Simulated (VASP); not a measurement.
# ZnS (P6_3mc) in VASP: further runs, part 2 of 2

VASP 6.6.1. Earlier steps stand in the parts before.

## 4. Single point, PBE

This run uses another cell than the first one, of 19.01 Å³/atom.

Contents of INCAR:

```
PREC = Accurate
ENCUT = 520
EDIFF = 1E-6
ISMEAR = -1
SIGMA = 0.05
LREAL = False
LASPH = True
NELM = 100
ALGO = Normal
ISIF = 2
LWAVE = False
LCHARG = True
GGA = PE
LELF = True
LVHAR = True
NBANDS = 46
```

Contents of KPOINTS:

```
Automatic mesh
0
Gamma
  8 8 3
```

Contents of POSCAR:

```
ZnS
1.0
    3.7710355586      0.0000000000      0.0000000000
   -1.8855177793      3.2658125923      0.0000000000
    0.0000000000      0.0000000000     12.3507900682
Zn S
4 4
Direct
    0.6666666667      0.3333333333      0.7500000000
    0.3333333333      0.6666666667      0.2500000000
    0.0000000000      0.0000000000      0.5000000000
    0.0000000000      0.0000000000      0.0000000000
    0.6666666667      0.3333333333      0.9375000000
    0.3333333333      0.6666666667      0.4375000000
    0.0000000000      0.0000000000      0.6875000000
    0.0000000000      0.0000000000      0.1875000000
```

Started as:

```console
cat potpaw_PBE.64/Zn/POTCAR potpaw_PBE.64/S/POTCAR > POTCAR
mpirun -np 1 vasp_std > vasp.out
```

Run time: 4.3 min. Hardware: 1 thread of Intel Xeon 8259CL, shared host; peak memory 0.31 GiB.

The run converged. Its results:

```
Free energy            : -27.2593 eV
Pressure               : 4.9 GPa
Largest force          : 0.054 eV/Å
Band gap on the k mesh : 2.32 eV
```

Forces on the atoms (eV/Å):
```
Zn   0.000  0.000  0.012
Zn   0.000  0.000  0.012
Zn   0.000  0.000  0.034
Zn   0.000  0.000  0.034
S    0.000  0.000  0.009
S    0.000  0.000  0.009
S    0.000  0.000 -0.054
S    0.000  0.000 -0.054
```

Stress tensor (GPa, compression positive):
```
4.94 0.00 0.00
0.00 4.94 0.00
0.00 0.00 4.79
```

Levels at points of the mesh, in eV from the valence-band top:
```
           k point  band 33  band 34  band 35  band 36  band 37  band 38  band 39  band 40
(0.00, 0.00, 0.00)    -0.49    -0.04     0.00     0.00     2.32     3.27     3.50     3.75
(0.50, 0.00, 0.00)    -1.69    -1.67    -1.18    -0.93     3.33     3.34     3.76     4.35
```

Caveat: the cell stands under pressure; an odd mesh through Γ misses points on the zone boundary, where band edges can lie. Expect the measured gap to be larger: semilocal functionals such as PBE lack the derivative discontinuity.

## 5. Single point, PBE

Contents of INCAR:

```
SYSTEM = ZnS
ALGO = Normal ; EDIFF = 1E-6
ENCUT = 520 ; GGA = PE
ISIF = 2 ; ISMEAR = -1
LASPH = .TRUE. ; LCHARG = .FALSE.
LREAL = .FALSE. ; LWAVE = .FALSE.
NBANDS = 46 ; NELM = 60
PREC = Accurate ; SIGMA = 0.05
```

Contents of KPOINTS:

```
k-points
0
G
  8 8 3
  0 0 0
```

Edit POSCAR of step 4 so:

```diff
@@ -2,5 +2,5 @@
 1.0
-    3.7710355586      0.0000000000      0.0000000000
-   -1.8855177793      3.2658125923      0.0000000000
-    0.0000000000      0.0000000000     12.3507900682
+    3.8480166318      0.0000000000      0.0000000000
+   -1.9240083159      3.3324801573      0.0000000000
+    0.0000000000      0.0000000000     12.6029163237
 Zn S
```

Started as:

```console
cat potpaw_PBE.64/Zn/POTCAR potpaw_PBE.64/S/POTCAR > POTCAR
mpirun -np 1 vasp_std > vasp.out
```

Run time: 5.3 min. Hardware: 1 thread of Intel Xeon 8259CL, shared host; peak memory 0.34 GiB.

It converged, with:

- Free energy: -27.3993 eV
- Pressure: 0.0 GPa
- Largest force: 0.039 eV/Å
- Band gap on the k mesh: 2.04 eV

Forces in eV/Å, atoms in the order of the input:
```
Zn   0.000  0.000  0.006
Zn   0.000  0.000  0.006
Zn   0.000  0.000  0.018
Zn   0.000  0.000  0.018
S    0.000  0.000  0.015
S    0.000  0.000  0.015
S    0.000  0.000 -0.039
S    0.000  0.000 -0.039
```

Stress tensor (GPa, compression positive):
```
 0.09  0.00  0.00
 0.00  0.09  0.00
 0.00  0.00 -0.04
```

Levels at points of the mesh, in eV from the valence-band top:
```
           k point  band 32  band 33  band 34  band 35  band 36  band 37  band 38  band 39  band 40  band 41
(0.00, 0.00, 0.00)    -0.44    -0.44    -0.04     0.00     0.00     2.04     3.16     3.33     3.56     6.36
(0.50, 0.00, 0.00)    -1.54    -1.53    -1.52    -1.06    -0.84     3.30     3.38     3.78     4.35     4.87
```

Caveat: an odd mesh through Γ misses points on the zone boundary, where band edges can lie.

## 6. Single point, PBE

This run uses another cell than the first one, of 20.99 Å³/atom.

Contents of INCAR:

```
SYSTEM = ZnS
PREC = Accurate
ENCUT = 520
EDIFF = 1E-6
ISMEAR = -1
SIGMA = 0.05
LREAL = .False.
LASPH = .True.
NELM = 60
ALGO = Normal
ISIF = 2
LWAVE = .False.
LCHARG = .True.
GGA = PE
LELF = .True.
LVHAR = .True.
NBANDS = 46
```

Contents of KPOINTS:

```
regular mesh
0
Gamma
  8 8 3
  0 0 0
```

Edit POSCAR of step 5 so:

```diff
@@ -2,5 +2,5 @@
 1.0
-    3.8480166318      0.0000000000      0.0000000000
-   -1.9240083159      3.3324801573      0.0000000000
-    0.0000000000      0.0000000000     12.6029163237
+    3.8976739363      0.0000000000      0.0000000000
+   -1.9488369681      3.3754846444      0.0000000000
+    0.0000000000      0.0000000000     12.7655525367
 Zn S
```

Potentials or basis: VASP PAW PBE potentials, release 64 (Zn, S).

Started as:

```console
cat potpaw_PBE.64/Zn/POTCAR potpaw_PBE.64/S/POTCAR > POTCAR
mpirun -np 1 vasp_std > vasp.out
```

Run time: 5.5 min. Hardware: 1 thread of Intel Xeon 8259CL, shared host; peak memory 0.34 GiB.

The run converged. Its results:

```
Free energy            : -27.3520 eV
Pressure               : -2.4 GPa
Largest force          : 0.030 eV/Å
Band gap on the k mesh : 1.88 eV
```

Forces on the atoms (eV/Å):
```
Zn   0.000  0.000  0.003
Zn   0.000  0.000  0.003
Zn   0.000  0.000  0.010
Zn   0.000  0.000  0.010
S    0.000  0.000  0.018
S    0.000  0.000  0.018
S    0.000  0.000 -0.030
S    0.000  0.000 -0.030
```

Stress tensor (GPa, compression positive):
```
-2.37  0.00  0.00
 0.00 -2.37  0.00
 0.00  0.00 -2.50
```

Levels at points of the mesh, in eV from the valence-band top:
```tsv
k point	band 33	band 34	band 35	band 36	band 37	band 38	band 39	band 40
(0.00, 0.00, 0.00)	-0.41	-0.04	0.00	0.00	1.88	3.08	3.22	3.43
(0.50, 0.00, 0.00)	-1.44	-1.43	-1.00	-0.79	3.25	3.39	3.78	4.34
```

Caveat: an odd mesh through Γ misses points on the zone boundary, where band edges can lie.

## 7. Single point, r2SCAN

This run uses another cell than the first one, of 18.62 Å³/atom.

Edit POSCAR of step 6 so:

```diff
@@ -2,5 +2,5 @@
 1.0
-    3.8976739363      0.0000000000      0.0000000000
-   -1.9488369681      3.3754846444      0.0000000000
-    0.0000000000      0.0000000000     12.7655525367
+    3.7446638178      0.0000000000      0.0000000000
+   -1.8723319089      3.2429739948      0.0000000000
+    0.0000000000      0.0000000000     12.2644180811
 Zn S
```

Contents of INCAR.step1:

```
  PREC = Accurate
  ENCUT = 520
  ISMEAR = -1
  SIGMA = 0.05
  LREAL = False
  LASPH = True
  NELM = 80
  NBANDS = 46
  GGA = PE
  ALGO = Normal
  EDIFF = 1E-4
  LWAVE = True
  LCHARG = False
```

Contents of INCAR.step2:

```
  PREC = Accurate
  ENCUT = 520
  EDIFF = 1E-6
  ISMEAR = -1
  SIGMA = 0.05
  LREAL = False
  LASPH = True
  NELM = 80
  ALGO = Normal
  ISIF = 2
  LWAVE = False
  LCHARG = False
  METAGGA = R2SCAN
  LMIXTAU = True
  NBANDS = 46
  ISTART = 1
```

Contents of KPOINTS:

```
Automatic mesh
0
Gamma
  8 8 3
```

Started as:

```console
cat potpaw_PBE.64/Zn/POTCAR potpaw_PBE.64/S/POTCAR > POTCAR
cp INCAR.step1 INCAR
mpirun -np 1 vasp_std > vasp.out
cp INCAR.step2 INCAR
mpirun -np 1 vasp_std > vasp.out
```

Wall time 7.1 min (1 thread of AMD EPYC 7R13 (Zen 3), shared host); peak memory 0.31 GiB.

The run converged. Its results:

```yaml
Free_energy: -75.3567 eV
Pressure: 4.4 GPa
Largest_force: 0.070 eV/Å
Band_gap_on_the_k_mesh: 2.99 eV
```

Forces in eV/Å, atoms in the order of the input:
```
Zn   0.000  0.000  0.015
Zn   0.000  0.000  0.015
Zn   0.000  0.000  0.057
Zn   0.000  0.000  0.057
S    0.000  0.000 -0.003
S    0.000  0.000 -0.003
S    0.000  0.000 -0.070
S    0.000  0.000 -0.070
```

Stress tensor (GPa, compression positive):
```
4.46 0.00 0.00
0.00 4.46 0.00
0.00 0.00 4.33
```

Levels at points of the mesh, in eV from the valence-band top:
```tsv
k point	band 32	band 33	band 34	band 35	band 36	band 37	band 38	band 39	band 40	band 41
(0.00, 0.00, 0.00)	-0.51	-0.51	-0.05	0.00	0.00	2.99	3.82	4.09	4.37	6.79
(0.50, 0.00, 0.00)	-1.81	-1.80	-1.77	-1.25	-0.99	3.69	3.75	4.18	4.76	5.35
```

Caveat: the cell stands under pressure; the PAW data sets were made with another functional, which shifts forces and pressure a little; an odd mesh through Γ misses points on the zone boundary, where band edges can lie. r2SCAN opens gaps a little over a GGA but as a rule still falls short of measured ones.

## 8. The runs side by side

```tsv
level	cell	gap on the mesh (eV)	pressure (GPa)	largest force (eV/Å)
RPBE	a = 3.848, b = 3.848, c = 12.603 Å, angles 90.0, 90.0, 120.0°, 8 atoms	2.21	2.5	0.04
PBE	a = 3.745, b = 3.745, c = 12.264 Å, angles 90.0, 90.0, 120.0°, 8 atoms	2.41	6.8	0.06
PBE	a = 3.771, b = 3.771, c = 12.351 Å, angles 90.0, 90.0, 120.0°, 8 atoms	2.32	4.9	0.05
PBE	a = 3.848, b = 3.848, c = 12.603 Å, angles 90.0, 90.0, 120.0°, 8 atoms	2.04	0.0	0.04
PBE	a = 3.898, b = 3.898, c = 12.766 Å, angles 90.0, 90.0, 120.0°, 8 atoms	1.88	-2.4	0.03
r2SCAN	a = 3.745, b = 3.745, c = 12.264 Å, angles 90.0, 90.0, 120.0°, 8 atoms	2.99	4.4	0.07
```

Alike in all rows: task single point; potentials or basis VASP PAW PBE potentials, release 64 (Zn, S); no spin polarisation; k mesh 8 × 8 × 3; cutoff (eV) 520; smearing fermi-dirac 0.05 eV.

Caveats: an odd mesh through Γ misses points on the zone boundary, where band edges can lie; the cell stands under pressure (at least some runs); the PAW data sets were made with another functional, which shifts forces and pressure a little (at least some runs).

Absolute energies hang on the potentials; compare differences alone.

## 9. How close it comes

Step 5. Against the measured gap of ZnS, 3.911 eV (direct; 4 K; a printed reference work, monograph), the calculated 2.04 eV is off by -1.87 eV. The value is that of PBE on a finite k mesh, which can miss the band edges, without temperature or zero-point motion. Semilocal functionals fall short of measured gaps as a rule.
